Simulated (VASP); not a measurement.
# BeSe (F-43m) in VASP: further runs

One crystal, BeSe, is run at these levels: LDA; tasks: single point, relaxation of cell and atoms.

Everything below comes from runs of VASP 6.6.1. Logs are shortened: lines on timing, memory, paths and dates and some standing lists are left out, and cuts for length are marked.

### Step 1. The crystal as given

It takes space group F-43m (No. 216, cubic). Conventional cell: a = 5.082 Å, b = 5.082 Å, c = 5.082 Å, α = 90.00°, β = 90.00°, γ = 90.00°. Be (site symmetry -43m) is surrounded by 4 Se at 2.20 Å. Se (site symmetry -43m) is surrounded by 4 Be at 2.20 Å.

The cell was built by a generator and needn't be a form met in nature.

### Step 2. Single point, LDA

The input, INCAR:

```
  PREC = Accurate
  ENCUT = 520
  EDIFF = 1E-7
  ISMEAR = 1
  SIGMA = 0.01
  LREAL = F
  LASPH = T
  NELM = 100
  ALGO = Normal
  ISIF = 2
  LWAVE = F
  LCHARG = T
  GGA = CA
  LELF = T
  LVHAR = T
  NBANDS = 26
```

The input, KPOINTS:

```
Automatic mesh
0
Gamma
  4 4 4
```

The input, POSCAR:

```
BeSe
1.0
    5.0815718142      0.0000000000      0.0000000000
    0.0000000000      5.0815718142      0.0000000000
    0.0000000000      0.0000000000      5.0815718142
Be Se
4 4
Direct
    0.0000000000      0.0000000000      0.0000000000
    0.0000000000      0.5000000000      0.5000000000
    0.5000000000      0.0000000000      0.5000000000
    0.5000000000      0.5000000000      0.0000000000
    0.2500000000      0.2500000000      0.2500000000
    0.2500000000      0.7500000000      0.7500000000
    0.7500000000      0.2500000000      0.7500000000
    0.7500000000      0.7500000000      0.2500000000
```

Potentials or basis: VASP PAW LDA potentials, release 64 (Be, Se).

Started as:

```sh
> cat potpaw_LDA.64/Be/POTCAR potpaw_LDA.64/Se/POTCAR > POTCAR
> mpirun -np 1 vasp_std > vasp.out
```

OUTCAR:

```text
PREC = Accurate
   ENCUT = 520
   EDIFF = 1E-7
   ISMEAR = 1
   LREAL = F
   LASPH = T
   NELM = 100
   ISIF = 2
   GGA = CA

 ion  position               nearest neighbor table
   1  0.000  0.000  0.000-   5 2.20   6 2.20   7 2.20   8 2.20
   2  0.000  0.500  0.500-   5 2.20   6 2.20   7 2.20   8 2.20
   3  0.500  0.000  0.500-   5 2.20   6 2.20   7 2.20   8 2.20
   4  0.500  0.500  0.000-   5 2.20   6 2.20   7 2.20   8 2.20
   5  0.250  0.250  0.250-   1 2.20   2 2.20   3 2.20   4 2.20
   6  0.250  0.750  0.750-   1 2.20   2 2.20   3 2.20   4 2.20
   7  0.750  0.250  0.750-   1 2.20   2 2.20   3 2.20   4 2.20
   8  0.750  0.750  0.250-   1 2.20   2 2.20   3 2.20   4 2.20

  LATTYP: Found a simple cubic cell.
 ALAT       =     5.0815718142

  Lattice vectors:

 A1 = (   5.0815718142,   0.0000000000,   0.0000000000)
 A2 = (   0.0000000000,   5.0815718142,   0.0000000000)
 A3 = (   0.0000000000,   0.0000000000,   5.0815718142)

Analysis of symmetry for initial positions (statically):
=====================================================================
 Subroutine PRICEL returns following result:

  LATTYP: Found a face centered cubic cell.
 ALAT       =     5.0815718142

  Lattice vectors:

 A1 = (   2.5407859071,  -2.5407859071,   0.0000000000)
 A2 = (   2.5407859071,   0.0000000000,   2.5407859071)
 A3 = (   0.0000000000,  -2.5407859071,   2.5407859071)

   4 primitive cells build up your supercell.

 Routine SETGRP: Setting up the symmetry group for a
 simple cubic supercell.

 Subroutine GETGRP returns: Found 24 space group operations
 (whereof 24 operations were pure point group operations)
 out of a pool of 48 trial point group operations.

The static configuration has the point symmetry T_d .

Analysis of symmetry for dynamics (positions and initial velocities):
=====================================================================
 Subroutine PRICEL returns following result:

  LATTYP: Found a face centered cubic cell.
 ALAT       =     5.0815718142

  Lattice vectors:

 A1 = (   2.5407859071,  -2.5407859071,   0.0000000000)
 A2 = (   2.5407859071,   0.0000000000,   2.5407859071)
 A3 = (   0.0000000000,  -2.5407859071,   2.5407859071)

   4 primitive cells build up your supercell.

[... 92 lines left out ...]
   EDIFF  = 0.1E-06   stopping-criterion for ELM
   LREAL  =      F    real-space projection
   EDIFFG = 0.1E-05   stopping-criterion for IOM
   NSW    =      0    number of steps for IOM
   IBRION =     -1    ionic relax: 0-MD 1-quasi-New 2-CG
   NFREE  =      0    steps in history (QN), initial steepest desc. (CG)
   ISIF   =      2    stress and relaxation
   ISYM   =      2    0-nonsym 1-usesym 2-fastsym
   POTIM  = 0.5000    time-step for ionic-motion
   TEBEG  =    0.0;   TEEND  =   0.0 temperature during run
   PSTRESS=    0.0 pullay stress
   NELECT =      32.0000    total number of electrons
   NUPDOWN=      -1.0000    fix difference up-down
   EMIN   =  10.00;   EMAX   =-10.00  energy-range for DOS
   EFERMI =   0.00;   METHOD = LEGACY
   ISMEAR =     1;   SIGMA  =   0.01  broadening in eV -4-tet -1-fermi 0-gaus
   EFERMI_NEDOS =   21; number of points for ismear=-14 and -15
   IALGO  =     38    algorithm
   IMIX   =      4    mixing-type and parameters
     AMIX     =   0.40;   BMIX     =  1.00
     AMIX_MAG =   1.60;   BMIX_MAG =  1.00
  volume/ion in A,a.u.               =      16.40       110.69
  Fermi-wavevector in a.u.,A,eV,Ry     =   1.022806  1.932824 14.233502  1.046133
  Thomas-Fermi vector in A             =   2.156506
   LORBIT       =      0    0 simple, 1 ext, 2 COOP (PROOUT), +10 PAW based schemes
   GGA     = CA    functional components
   LHFCALC =     F    Hartree Fock is set to
   AEXX    =    0.0000 exact exchange contribution
   IVDW    =     0    specifies the selected vdW correction
   LEPSILON=     F    determine dielectric tensor
   LRPA    =     F    only Hartree local field effects (RPA)
 non-spin polarized calculation
 Methfessel and Paxton  Order N= 1 SIGMA  =   0.01
  energy-cutoff  :      520.00
  volume of cell :      131.22
 maximum number of plane-waves:      3575
 NGX is ok and might be reduce to    40
   NGX = 19   NGY = 19   NGZ = 19

 number of electron      32.0000005 magnetization

 Free energy of the ion-electron system (eV)
  ---------------------------------------------------
  ext. energy  EPLUGINS =         0.00000000
  ---------------------------------------------------
  free energy    TOTEN  =       -40.03982865 eV

  energy without entropy =      -40.03985582  energy(sigma->0) =      -40.03983771

 E-fermi :   3.6868     XC(G=0):  -9.8125

 val. band max:        3.6783542803   @ k =   0.0000   0.0000   0.0000
 cond. band min:       6.0693562865   @ k =   0.0000   0.0000   0.0000
 fundamental gap:      2.3910020062
 Fermi energy:         3.6867730591

 k-point     1 :       0.0000    0.0000    0.0000
  band No.  band energies     occupation
      1     -10.3768      2.00000
      2      -8.4542      2.00000
      3      -8.4542      2.00000
      4      -8.4542      2.00000
      5      -1.5838      2.00000
      6      -1.5838      2.00000
[... 279 lines left out ...]
     25       9.5782      0.00000
     26       9.5782      0.00000

------------------------ aborting loop because EDIFF is reached ----------------------------------------

  FORCE on cell =-STRESS in cart. coord.  units (eV):
  Direction    XX          YY          ZZ          XY          YZ          ZX
  --------------------------------------------------------------------------------------
  -------------------------------------------------------------------------------------
  Total        0.2489032      0.2489032      0.2489032     -0.0000000     -0.0000000      0.0000000
  in kB        3.0391135      3.0391135      3.0391135     -0.0000000     -0.0000000      0.0000000
  external PRESSURE =       3.0391135 kB  Pullay stress =       0.0000000 kB

 VOLUME and BASIS-vectors are now :
 -----------------------------------------------------------------------------
  energy-cutoff  :      520.00
  volume of cell :      131.22
      direct lattice vectors                 reciprocal lattice vectors
     5.081571814  0.000000000  0.000000000     0.196789505  0.000000000  0.000000000
     0.000000000  5.081571814  0.000000000     0.000000000  0.196789505  0.000000000
     0.000000000  0.000000000  5.081571814     0.000000000  0.000000000  0.196789505

 POSITION                                       TOTAL-FORCE (eV/Angst)
 -----------------------------------------------------------------------------------
      0.00000      0.00000      0.00000        -0.000000     -0.000000     -0.000000
      0.00000      2.54079      2.54079         0.000000      0.000000     -0.000000
      2.54079      0.00000      2.54079        -0.000000     -0.000000     -0.000000
      2.54079      2.54079      0.00000        -0.000000     -0.000000     -0.000000
      1.27039      1.27039      1.27039         0.000000      0.000000     -0.000000
      1.27039      3.81118      3.81118        -0.000000      0.000000     -0.000000
      3.81118      1.27039      3.81118         0.000000      0.000000     -0.000000
      3.81118      3.81118      1.27039        -0.000000      0.000000      0.000000
 -----------------------------------------------------------------------------------
    total drift:                                0.000000      0.000000      0.000000

  FREE ENERGIE OF THE ION-ELECTRON SYSTEM (eV)
  ---------------------------------------------------
  free  energy   TOTEN  =       -40.0398286460 eV

  energy  without entropy=      -40.0398558237  energy(sigma->0) =      -40.03983771
```

It took 20 s on 1 thread of Intel Xeon Platinum 8488C (Sapphire Rapids), shared host; peak memory 0.19 GiB.

Results:

```yaml
Free_energy: -40.0398 eV
Pressure: 0.3 GPa
Band_gap_on_the_k_mesh: 2.39 eV
```

Levels at points of the mesh, in eV from the valence-band top:
```tsv
k point	band 14	band 15	band 16	band 17	band 18	band 19
(0.00, 0.00, 0.00)	0.00	0.00	0.00	2.39	2.39	2.39
(0.50, 0.00, 0.00)	-1.74	-1.74	-1.74	3.63	3.63	5.76
(0.50, 0.50, 0.00)	-1.22	-1.22	-1.22	5.00	5.00	5.00
(0.50, 0.50, 0.50)	-1.14	-1.14	-1.14	4.39	4.39	4.39
```

A k mesh can miss the band edges. A hybrid or GW would open this gap; LDA tends to underestimate it.

### Step 3. Relaxation of cell and atoms, LDA

This run uses another cell than the first one, of 16.29 Å³/atom, 0.993 times its volume.

The input, INCAR:

```
SYSTEM = BeSe
ALGO     = Normal         ! electronic algorithm
EDIFF    = 1E-6           ! SCF threshold, eV
EDIFFG   = -0.01          ! ionic threshold
ENCUT    = 600            ! plane-wave cutoff, eV
GGA      = CA             ! functional
IBRION   = 2              ! ionic algorithm
ISIF     = 8              ! what is computed and relaxed
ISMEAR   = 1              ! smearing method
LASPH    = .TRUE.         ! aspherical terms in the spheres
LCHARG   = .FALSE.        ! write CHGCAR
LREAL    = .FALSE.        ! projectors in reciprocal space
LWAVE    = .FALSE.        ! write WAVECAR
NELM     = 100            ! most SCF steps
NSW      = 80             ! ionic steps
PREC     = Accurate       ! precision mode
SIGMA    = 0.01           ! smearing width, eV
```

The input, KPOINTS:

```
k-points
0
G
  4 4 4
  0 0 0
```

Changes to POSCAR since step 2:

```diff
@@ -2,5 +2,5 @@
 1.0
-    5.0815718142      0.0000000000      0.0000000000
-    0.0000000000      5.0815718142      0.0000000000
-    0.0000000000      0.0000000000      5.0815718142
+    5.0700000000      0.0000000000      0.0000000000
+    0.0000000000      5.0700000000      0.0000000000
+    0.0000000000      0.0000000000      5.0700000000
 Be Se
```

Potentials or basis: VASP PAW LDA potentials, release 64 (Be, Se).

Started as:

```sh
> cat potpaw_LDA.64/Be/POTCAR potpaw_LDA.64/Se/POTCAR > POTCAR
> mpirun -np 1 vasp_std > vasp.out
```

OUTCAR:

```text
SYSTEM = BeSe
   EDIFF = 1E-6
   EDIFFG = -0.01
   ENCUT = 600
   GGA = CA
   IBRION = 2
   ISIF = 8
   ISMEAR = 1
   LASPH = .TRUE.
   LREAL = .FALSE.
   NELM = 100
   NSW = 80
   PREC = Accurate

 ion  position               nearest neighbor table
   1  0.000  0.000  0.000-   5 2.20   6 2.20   7 2.20   8 2.20
   2  0.000  0.500  0.500-   5 2.20   6 2.20   7 2.20   8 2.20
   3  0.500  0.000  0.500-   5 2.20   6 2.20   7 2.20   8 2.20
   4  0.500  0.500  0.000-   5 2.20   6 2.20   7 2.20   8 2.20
   5  0.250  0.250  0.250-   1 2.20   2 2.20   3 2.20   4 2.20
   6  0.250  0.750  0.750-   1 2.20   2 2.20   3 2.20   4 2.20
   7  0.750  0.250  0.750-   1 2.20   2 2.20   3 2.20   4 2.20
   8  0.750  0.750  0.250-   1 2.20   2 2.20   3 2.20   4 2.20

  LATTYP: Found a simple cubic cell.
 ALAT       =     5.0700000000

  Lattice vectors:

 A1 = (   5.0700000000,   0.0000000000,   0.0000000000)
 A2 = (   0.0000000000,   5.0700000000,   0.0000000000)
 A3 = (   0.0000000000,   0.0000000000,   5.0700000000)

Analysis of symmetry for initial positions (statically):
=====================================================================
 Subroutine PRICEL returns following result:

  LATTYP: Found a face centered cubic cell.
 ALAT       =     5.0700000000

  Lattice vectors:

 A1 = (   2.5350000000,  -2.5350000000,   0.0000000000)
 A2 = (   2.5350000000,   0.0000000000,   2.5350000000)
 A3 = (   0.0000000000,  -2.5350000000,   2.5350000000)

   4 primitive cells build up your supercell.

 Routine SETGRP: Setting up the symmetry group for a
 simple cubic supercell.

 Subroutine GETGRP returns: Found 24 space group operations
 (whereof 24 operations were pure point group operations)
 out of a pool of 48 trial point group operations.

The static configuration has the point symmetry T_d .

Analysis of symmetry for dynamics (positions and initial velocities):
=====================================================================
[... 115 lines left out ...]
   PSTRESS=    0.0 pullay stress
   NELECT =      32.0000    total number of electrons
   NUPDOWN=      -1.0000    fix difference up-down
   EMIN   =  10.00;   EMAX   =-10.00  energy-range for DOS
   EFERMI =   0.00;   METHOD = LEGACY
   ISMEAR =     1;   SIGMA  =   0.01  broadening in eV -4-tet -1-fermi 0-gaus
   EFERMI_NEDOS =   21; number of points for ismear=-14 and -15
   IALGO  =     38    algorithm
   IMIX   =      4    mixing-type and parameters
     AMIX     =   0.40;   BMIX     =  1.00
     AMIX_MAG =   1.60;   BMIX_MAG =  1.00
  volume/ion in A,a.u.               =      16.29       109.93
  Fermi-wavevector in a.u.,A,eV,Ry     =   1.025141  1.937235 14.298549  1.050914
  Thomas-Fermi vector in A             =   2.158965
   LORBIT       =      0    0 simple, 1 ext, 2 COOP (PROOUT), +10 PAW based schemes
   GGA     = CA    functional components
   LHFCALC =     F    Hartree Fock is set to
   AEXX    =    0.0000 exact exchange contribution
   IVDW    =     0    specifies the selected vdW correction
   LEPSILON=     F    determine dielectric tensor
   LRPA    =     F    only Hartree local field effects (RPA)
 conjugate gradient relaxation of ions
 non-spin polarized calculation
 Methfessel and Paxton  Order N= 1 SIGMA  =   0.01
  energy-cutoff  :      600.00
  volume of cell :      130.32
 maximum number of plane-waves:      4388
 NGX is ok and might be reduce to    42
   NGX = 21   NGY = 21   NGZ = 21

--------------------------------------- Ionic step        1  -------------------------------------------

 number of electron      32.0000010 magnetization

 Free energy of the ion-electron system (eV)
  ---------------------------------------------------
  ext. energy  EPLUGINS =         0.00000000
  ---------------------------------------------------
  free energy    TOTEN  =       -40.03670387 eV

  energy without entropy =      -40.03673104  energy(sigma->0) =      -40.03671293

------------------------ aborting loop because EDIFF is reached ----------------------------------------

  FORCE on cell =-STRESS in cart. coord.  units (eV):
  Direction    XX          YY          ZZ          XY          YZ          ZX
  --------------------------------------------------------------------------------------
  -------------------------------------------------------------------------------------
  Total        0.7265607      0.7265607      0.7265607     -0.0000000     -0.0000000     -0.0000000
  in kB        8.9322036      8.9322036      8.9322036     -0.0000000     -0.0000000     -0.0000000
  external PRESSURE =       8.9322036 kB  Pullay stress =       0.0000000 kB
[... 71 lines left out ...]
--------------------------------------- Ionic step        3  -------------------------------------------

 number of electron      32.0000010 magnetization

 Free energy of the ion-electron system (eV)
  ---------------------------------------------------
  ext. energy  EPLUGINS =         0.00000000
  ---------------------------------------------------
  free energy    TOTEN  =       -40.04045952 eV

  energy without entropy =      -40.04048670  energy(sigma->0) =      -40.04046858

 E-fermi :   3.6513     XC(G=0):  -9.7984

 val. band max:        3.6428546187   @ k =   0.0000   0.0000   0.0000
 cond. band min:       6.0416578575   @ k =   0.0000   0.0000   0.0000
 fundamental gap:      2.3988032388
 Fermi energy:         3.6512733971

 k-point     1 :       0.0000    0.0000    0.0000
  band No.  band energies     occupation
      1     -10.3884      2.00000
      2      -8.4785      2.00000
      3      -8.4785      2.00000
      4      -8.4785      2.00000
      5      -1.6002      2.00000
      6      -1.6002      2.00000
[... 264 lines left out ...]
  FREE ENERGIE OF THE ION-ELECTRON SYSTEM (eV)
  ---------------------------------------------------
  free  energy   TOTEN  =       -40.0404595244 eV

  energy  without entropy=      -40.0404867021  energy(sigma->0) =      -40.04046858

 reached required accuracy - stopping structural energy minimisation
```

OSZICAR:

```text
N       E                     dE             d eps       ncg     rms          rms(c)
DAV:   1     0.152865457878E+03    0.15287E+03   -0.14630E+04   420   0.147E+03
DAV:   2    -0.285571438550E+02   -0.18142E+03   -0.17505E+03   597   0.207E+02
DAV:   3    -0.406832814769E+02   -0.12126E+02   -0.12070E+02   528   0.617E+01
[... 20 lines left out ...]
DAV:   2    -0.400405772538E+02    0.61453E-03   -0.12192E-03   430   0.178E-01    0.545E-02
DAV:   3    -0.400404672656E+02    0.10999E-03   -0.53474E-04   455   0.957E-02    0.277E-02
DAV:   4    -0.400404624813E+02    0.47843E-05   -0.17493E-05   460   0.217E-02    0.170E-02
DAV:   5    -0.400404596594E+02    0.28219E-05   -0.51514E-06   462   0.117E-02    0.658E-03
DAV:   6    -0.400404595244E+02    0.13495E-06   -0.48072E-07   250   0.327E-03
   3 F= -.40040460E+02 E0= -.40040469E+02  d E =-.375566E-02
```

Wall time 38 s (1 thread of Intel Xeon Platinum 8488C (Sapphire Rapids), shared host); peak memory 0.22 GiB.

Results:

| Quantity | Value |
| --- | --- |
| Free energy | -40.0405 eV |
| Relaxed volume | 16.46 Å³/atom |
| Relaxed cell | a = 5.088 Å, b = 5.088 Å, c = 5.088 Å, α = 90.00°, β = 90.00°, γ = 90.00° |
| Space group after relaxing (to 0.05 Å) | F-43m (No. 216) |
| Energy gained by relaxing | 0.5 meV/atom |
| Ionic steps | 3 |
| Pressure after relaxing | 0.0 GPa |
| Band gap on the k mesh | 2.40 eV |

The path:
| step | energy change (eV) | largest force (eV/Å) | pressure (GPa) | volume (Å³) |
| --- | --- | --- | --- | --- |
| 1 | 0.0000 | 0.0000 | 0.89 | 130.32 |
| 2 | -0.0035 | 0.0000 | -0.23 | 132.04 |
| 3 | -0.0038 | 0.0000 | 0.00 | 131.68 |

Final structure:
```
Be Se
1.0
     5.08759    0.00000    0.00000
     0.00000    5.08759    0.00000
     0.00000    0.00000    5.08759
Be Se
4 4
Direct
  0.00000 0.00000 0.00000
  0.00000 0.50000 0.50000
  0.50000 0.00000 0.50000
  0.50000 0.50000 0.00000
  0.25000 0.25000 0.25000
  0.25000 0.75000 0.75000
  0.75000 0.25000 0.75000
  0.75000 0.75000 0.25000
```

Levels at points of the mesh, in eV from the valence-band top:
| k point | band 12 | band 13 | band 14 | band 15 | band 16 | band 17 | band 18 | band 19 | band 20 | band 21 |
| --- | --- | --- | --- | --- | --- | --- | --- | --- | --- | --- |
| (0.00, 0.00, 0.00) | -2.79 | -2.79 | 0.00 | 0.00 | 0.00 | 2.40 | 2.40 | 2.40 | 4.13 | 4.13 |
| (0.50, 0.00, 0.00) | -3.02 | -1.74 | -1.74 | -1.74 | -1.74 | 3.63 | 3.63 | 5.76 | 5.76 | 6.05 |
| (0.50, 0.50, 0.00) | -3.28 | -1.22 | -1.22 | -1.22 | -1.22 | 5.00 | 5.00 | 5.00 | 5.00 | 7.08 |
| (0.50, 0.50, 0.50) | -1.13 | -1.13 | -1.13 | -1.13 | -1.13 | 4.38 | 4.38 | 4.38 | 4.38 | 5.90 |

A k mesh can miss the band edges. A hybrid or GW would open this gap; LDA tends to underestimate it.
